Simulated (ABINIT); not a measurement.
# La (Im-3m) in ABINIT: reference runs

Reference runs on La: the cell as given and a disturbed copy.

Everything below comes from runs of ABINIT 10.8.3 (patched build). Logs are shortened: lines on timing, memory, paths and dates and some standing lists are left out, and cuts for length are marked. The log counts tension as positive stress, the text compression.

**1. The structure**

It takes space group Im-3m (No. 229, cubic). The conventional cell has a = 4.248 Å, b = 4.248 Å, c = 4.248 Å, α = 90.00°, β = 90.00°, γ = 90.00°. La (site symmetry m-3m) is surrounded by 8 La at 3.68 Å.

This isn't the form of La at room conditions, which is double hcp.

**2. Single point, PBE**

The input, run.abi:

```
# Pseudopotentials
pp_dirpath "./"
pseudos "La.GGA_PBE-JTH.xml"

# Structure
structure "poscar:POSCAR"
natom 1

# Plane-wave basis
ecut 20.0
pawecutdg 40.0

# k points
kptopt 1
ngkpt 9 9 9
nshiftk 1
shiftk 0.0 0.0 0.0

# Exchange and correlation
ixc 11

# Bands and occupations
nband 13
occopt 3
tsmear 0.00183747

# SCF cycle
nstep 100
tolvrs 1.0e-9

# Output
iomode 3
prtwf 0
prtden 0
prteig 0
prtebands 0
enunit 2
```

The input, POSCAR:

```
La
1.0
   -2.1238310710      2.1238310710      2.1238310710
    2.1238310710     -2.1238310710      2.1238310710
    2.1238310710      2.1238310710     -2.1238310710
La
1
Direct
    0.0000000000      0.0000000000      0.0000000000  La
```

Potentials or basis: JTH PAW PBE v2.0.

The run is started by

```bash
$ abinit run.abi > log 2>&1
```

run.abo:

```text
.Version 10.8.3 of ABINIT
 Symmetries : space group Im -3 m (#229); Bravais cI (body-center cubic)
================================================================================
 Values of the parameters that define the memory need of the present run
     intxc =       0    ionmov =       0      iscf =      17    lmnmax =      32
     lnmax =       8     mgfft =      30  mpssoang =       4    mqgrid =    3001
     natom =       1  nloc_mem =       2    nspden =       1   nspinor =       1
    nsppol =       1      nsym =      48    n1xccc =       1    ntypat =       1
    occopt =       3   xclevel =       2
       mpw =        1132          nfft =       27000          nkpt =          35
 PAW method is used; the additional fine FFT grid is defined by:
   mgfftf=        40    nfftf =     64000
================================================================================
================================================================================

--------------------------------------------------------------------------------
------------- Echo of variables that govern the present computation ------------
--------------------------------------------------------------------------------
 -outvars: echo values of preprocessed input variables --------
            acell      1.0000000000E+00  1.0000000000E+00  1.0000000000E+00 Bohr
              amu      1.38905500E+02
             ecut      2.00000000E+01 Hartree
           enunit           2
              ixc          11
         kptrlatt        9    0    0      0    9    0      0    0    9
          kptrlen      6.25636351E+01
            natom           1
            nband          13
            ngfft          30      30      30
          ngfftdg          40      40      40
             nkpt          35
            nstep         100
             nsym          48
           ntypat           1
           occopt           3
        pawecutdg      4.00000000E+01 Hartree
         pawxcdev           0
           prtden           0
        prtebands           0
           prteig           0
            prtwf           0
            rprim     -4.0134590619E+00  4.0134590619E+00  4.0134590619E+00
                       4.0134590619E+00 -4.0134590619E+00  4.0134590619E+00
                       4.0134590619E+00  4.0134590619E+00 -4.0134590619E+00
          spgroup         229
           tolvrs      1.00000000E-09
           tsmear      1.83747000E-03 Hartree
            typat      1
           useylm           1
            znucl       57.00000

================================================================================

 chkinp: Checking input parameters for consistency.

================================================================================
== DATASET  1 ==================================================================

--- !DatasetInfo
iteration_state: {dtset: 1, }
dimensions: {natom: 1, nkpt: 35, mband: 13, nsppol: 1, nspinor: 1, nspden: 1, mpw: 1132, }
cutoff_energies: {ecut:  20.0, pawecutdg:  40.0, }
electrons: {nelect:   1.10000000E+01, charge:   0.00000000E+00, occopt:   3.00000000E+00, tsmear:   1.83747000E-03, }
meta: {optdriver: 0, ionmov: 0, optcell: 0, iscf: 17, paral_kgb: 0, }
...

 Exchange-correlation functional for the present dataset will be:
  GGA: Perdew-Burke-Ernzerhof functional - ixc=11
  J.P.Perdew, K.Burke, M.Ernzerhof, PRL 77, 3865 (1996)

 Real(R)+Recip(G) space primitive vectors, cartesian coordinates (Bohr,Bohr^-1):
 R(1)= -4.0134591  4.0134591  4.0134591  G(1)=  0.0000000  0.1245808  0.1245808
 R(2)=  4.0134591 -4.0134591  4.0134591  G(2)=  0.1245808  0.0000000  0.1245808
 R(3)=  4.0134591  4.0134591 -4.0134591  G(3)=  0.1245808  0.1245808  0.0000000
 Unit cell volume ucvol=  2.5859284E+02 bohr^3
 Angles (23,13,12)=  1.09471221E+02  1.09471221E+02  1.09471221E+02 degrees

 Coarse grid specifications (used for wave-functions):

 getcut: wavevector=  0.0000  0.0000  0.0000  ngfft=  30  30  30
         ecut(hartree)=     20.000   => boxcut(ratio)=   2.14369

 Fine grid specifications (used for densities):

 getcut: wavevector=  0.0000  0.0000  0.0000  ngfft=  40  40  40
         ecut(hartree)=     40.000   => boxcut(ratio)=   2.02235

--- Pseudopotential description ------------------------------------------------
- pspini: atom type   1  psp file is ./La.GGA_PBE-JTH.xml
 Pseudopotential format is: paw10
 basis_size (lnmax)=  8 (lmn_size= 32), orbitals=   0   0   1   1   2   2   3   3
 Spheres core radius: rc_sph= 2.51647158
 Shapefunction is SIN type: shapef(r)=[sin(pi*r/rshp)/(pi*r/rshp)]**2
 Radius for shape functions =  1.95079210
 Compensation charge density is not taken into account in XC energy/potential

   6.99048521E+02                                ecore*ucvol(ha*bohr**3)
--------------------------------------------------------------------------------

[... 7 lines left out ...]

     iter   Etot(hartree)      deltaE(h)  residm     nres2
 ETOT  1  -31.919828763514    -3.192E+01 2.272E-01 7.341E-01
 ETOT  2  -32.002278491165    -8.245E-02 5.675E-03 1.746E-01
 ETOT  3  -32.002175169433     1.033E-04 2.521E-03 4.586E-02
 ETOT  4  -32.002145680939     2.949E-05 1.202E-03 7.077E-04
 ETOT  5  -32.002150340974    -4.660E-06 5.737E-04 1.940E-04
 ETOT  6  -32.002150646621    -3.056E-07 6.532E-04 3.064E-05
 ETOT  7  -32.002150595465     5.116E-08 2.805E-04 8.591E-07
 ETOT  8  -32.002150594685     7.793E-10 1.488E-04 2.979E-07
 ETOT  9  -32.002150594322     3.638E-10 9.502E-05 9.740E-09
 ETOT 10  -32.002150594344    -2.222E-11 4.716E-05 6.535E-11

 At SCF step   10       nres2   =  6.53E-11 < tolvrs=  1.00E-09 =>converged.

 Cartesian components of stress tensor (hartree/bohr^3)
  sigma(1 1)=  1.50123502E-05  sigma(3 2)=  0.00000000E+00
  sigma(2 2)=  1.50123502E-05  sigma(3 1)=  0.00000000E+00
  sigma(3 3)=  1.50123502E-05  sigma(2 1)=  0.00000000E+00

--- !ResultsGS
iteration_state: {dtset: 1, }
comment   : Summary of ground state results
lattice_vectors:
- [ -4.0134591,   4.0134591,   4.0134591, ]
- [  4.0134591,  -4.0134591,   4.0134591, ]
- [  4.0134591,   4.0134591,  -4.0134591, ]
lattice_lengths: [   6.95152,    6.95152,    6.95152, ]
lattice_angles: [109.471, 109.471, 109.471, ] # degrees, (23, 13, 12)
lattice_volume:   2.5859284E+02
convergence: {deltae: -2.222E-11, res2:  6.535E-11, residm:  4.716E-05, diffor: null, }
etotal    :  -3.20021506E+01
entropy   :   0.00000000E+00
fermie    :   1.50451371E-01
cartesian_stress_tensor: # hartree/bohr^3
- [  1.50123502E-05,   0.00000000E+00,   0.00000000E+00, ]
- [  0.00000000E+00,   1.50123502E-05,   0.00000000E+00, ]
- [  0.00000000E+00,   0.00000000E+00,   1.50123502E-05, ]
pressure_GPa:  -4.4168E-01
xred      :
- [  0.0000E+00,   0.0000E+00,   0.0000E+00, La]
cartesian_forces: # hartree/bohr
- [ -0.00000000E+00,  -0.00000000E+00,  -0.00000000E+00, ]
force_length_stats: {min:   0.00000000E+00, max:   0.00000000E+00, mean:   0.00000000E+00, }
...

 Integrated electronic density in atomic spheres:
 ------------------------------------------------
 Atom  Sphere_radius  Integrated_density
    1        2.51647          7.93700623

================================================================================

 ----iterations are completed or convergence reached----

 Mean square residual over all n,k,spin=   62.573E-08; max=  47.161E-06
 reduced coordinates (array xred) for    1 atoms
       0.000000000000      0.000000000000      0.000000000000
 rms dE/dt=  0.0000E+00; max dE/dt=  0.0000E+00; dE/dt below (all hartree)
    1       0.000000000000      0.000000000000      0.000000000000

 cartesian coordinates (angstrom) at end:
    1      0.00000000000000     0.00000000000000     0.00000000000000

 cartesian forces (hartree/bohr) at end:
    1     -0.00000000000000    -0.00000000000000    -0.00000000000000
 frms,max,avg= 0.0000000E+00 0.0000000E+00   0.000E+00  0.000E+00  0.000E+00 h/b

 cartesian forces (eV/Angstrom) at end:
    1     -0.00000000000000    -0.00000000000000    -0.00000000000000
 frms,max,avg= 0.0000000E+00 0.0000000E+00   0.000E+00  0.000E+00  0.000E+00 e/A
 length scales=  1.000000000000  1.000000000000  1.000000000000 bohr
              =  0.529177210544  0.529177210544  0.529177210544 angstroms
 Fermi (or HOMO) energy (hartree) =   0.15045   Average Vxc (hartree)=  -0.36020
 Eigenvalues (hartree) for nkpt=  35  k points:
 kpt#   1, nband= 13, wtk=  0.00137, kpt=  0.0000  0.0000  0.0000 (reduced coord)
  -1.06040   -0.43616   -0.43616   -0.43616    0.03152    0.20375    0.20375    0.20375
   0.20423    0.20423    0.20423    0.22968    0.22969
      occupation numbers for kpt#   1
   2.00000    2.00000    2.00000    2.00000    2.00000    0.00000    0.00000    0.00000
   0.00000    0.00000    0.00000    0.00000    0.00000
 prteigrs : prtvol=0 or 1, do not print more k-points.

 Fermi (or HOMO) energy (eV) =   4.09399   Average Vxc (eV)=  -9.80156
 Eigenvalues (   eV  ) for nkpt=  35  k points:
 kpt#   1, nband= 13, wtk=  0.00137, kpt=  0.0000  0.0000  0.0000 (reduced coord)
 -28.85492  -11.86840  -11.86840  -11.86840    0.85770    5.54428    5.54428    5.54428
   5.55746    5.55746    5.55746    6.25004    6.25006
 prteigrs : prtvol=0 or 1, do not print more k-points.

--- !EnergyTerms
iteration_state     : {dtset: 1, }
comment             : Components of total free energy in Hartree
kinetic             :  9.84938289135203E+00
hartree             :  3.78267656081669E+00
xc                  : -1.04983961009267E+01
Ewald energy        : -2.74294094321671E+01
psp_core            :  2.70327866941813E+00
local_psp           : -1.17560922644622E+01
PAW spherical_terms :  1.34740009444518E+00
internal            : -3.20011595815240E+01
'-kT*entropy'       : -9.92275140510751E-04
total_energy        : -3.20021518566645E+01
total_energy_eV     : -8.70822914874235E+02
...

--- !EnergyTermsDC
iteration_state     : {dtset: 1, }
comment             : '"Double-counting" decomposition of free energy'
band_energy         : -4.49107074002427E+00
Ewald energy        : -2.74294094321671E+01
psp_core            :  2.70327866941813E+00
xc_dc               : -5.80471596755130E+00
PAW spherical_terms :  3.02075915112124E+00
internal            : -3.20011583192033E+01
'-kT*entropy'       : -9.92275140510751E-04
total_energy_dc     : -3.20021505943438E+01
total_energy_dc_eV  : -8.70822880524741E+02
...

--- !EnergyTermsWithPAWCore
iteration_state     : {dtset: 1, }
comment             : 'Components of total free energy, including PAW core contributions'
Total energy        : -8.49345891529872E+03
Total energy DC     : -8.49345891403640E+03
Total energy (eV)   : -2.31118791108564E+05
Total energy DC (eV): -2.31118791074215E+05
...

 Cartesian components of stress tensor (hartree/bohr^3)
  sigma(1 1)=  1.50123502E-05  sigma(3 2)=  0.00000000E+00
  sigma(2 2)=  1.50123502E-05  sigma(3 1)=  0.00000000E+00
  sigma(3 3)=  1.50123502E-05  sigma(2 1)=  0.00000000E+00

-Cartesian components of stress tensor (GPa)         [Pressure= -4.4168E-01 GPa]
- sigma(1 1)=  4.41678593E-01  sigma(3 2)=  0.00000000E+00
- sigma(2 2)=  4.41678593E-01  sigma(3 1)=  0.00000000E+00
- sigma(3 3)=  4.41678593E-01  sigma(2 1)=  0.00000000E+00

== END DATASET(S) ==============================================================
================================================================================

 -outvars: echo values of variables after computation  --------
            acell      1.0000000000E+00  1.0000000000E+00  1.0000000000E+00 Bohr
           etotal     -3.2002150594E+01
            fcart     -0.0000000000E+00 -0.0000000000E+00 -0.0000000000E+00
            rprim     -4.0134590619E+00  4.0134590619E+00  4.0134590619E+00
                       4.0134590619E+00 -4.0134590619E+00  4.0134590619E+00
                       4.0134590619E+00  4.0134590619E+00 -4.0134590619E+00
           strten      1.5012350242E-05  1.5012350242E-05  1.5012350242E-05
                       0.0000000000E+00  0.0000000000E+00  0.0000000000E+00
 Calculation completed.
```

Wall time 27 s (1 thread of Arm Neoverse N1, shared host); peak memory 0.12 GiB.

Results:

| Quantity | Value |
| --- | --- |
| Free energy | -870.8229 eV |
| Pressure | -0.4 GPa |
| Band gap on the k mesh | none (metal or under the smearing width) |
| Valence electrons inside the program's atomic spheres | La 7.94 (radii [1.3317] Å) |

The run has no spin-orbit coupling, so splittings on La are missing.

**3. Single point, PBE (cell strained at random at fixed volume)**

The input, run.abi:

```
# Pseudopotentials
pp_dirpath "./"
pseudos "La.GGA_PBE-JTH.xml"

# Structure
acell 3*1.0 Angstrom
rprim
    -2.1044780000     2.1793380000     2.1245200000
     2.1382030000    -2.1291200000     2.1080260000
     2.0847550000     2.1093970000    -2.0743020000
ntypat 1
znucl 57
natom 1
typat 1
xred
    -0.0161300000    -0.0171580000    -0.0149420000
chkprim 0
chksymtnons 0
tolsym 1.0e-6

# Plane-wave basis
ecut 544.227725 eV
pawecutdg 40.0

# k points
kptopt 1
ngkpt 9 9 9
nshiftk 1
shiftk 0.0 0.0 0.0

# Exchange and correlation
ixc 11

# Bands and occupations
nband 13
occopt 3
tsmear 0.05 eV

# SCF cycle
nstep 100
tolvrs 1.0e-9

# Output
iomode 3
prtwf 0
prtden 0
prteig 0
prtebands 0
```

Potentials or basis: JTH PAW PBE v2.0.

The run is started by

```bash
$ abinit run.abi > log 2>&1
```

Wall time 3.7 min (1 thread of Arm Neoverse N1, shared host); peak memory 0.37 GiB.

The run converged. Its results:

```yaml
Free_energy: -870.8227 eV
Pressure: -0.5 GPa
Band_gap_on_the_k_mesh: none (metal or under the smearing width)
Valence_electrons_inside_the_program's_atomic_spheres: La 7.93 (radii [1.3317] Å)
```

Stress tensor (GPa, compression positive):
```
-0.72  0.08 -0.14
 0.08 -0.05 -0.19
-0.14 -0.19 -0.60
```

Levels at points of the mesh, in eV from the Fermi level:
| k point | band 2 | band 3 | band 4 | band 5 | band 6 | band 7 | band 8 | band 9 | band 10 | band 11 |
| --- | --- | --- | --- | --- | --- | --- | --- | --- | --- | --- |
| (0.00, 0.00, 0.00) | -15.99 | -15.97 | -15.93 | -3.23 | 1.26 | 1.45 | 1.46 | 1.47 | 1.47 | 1.62 |
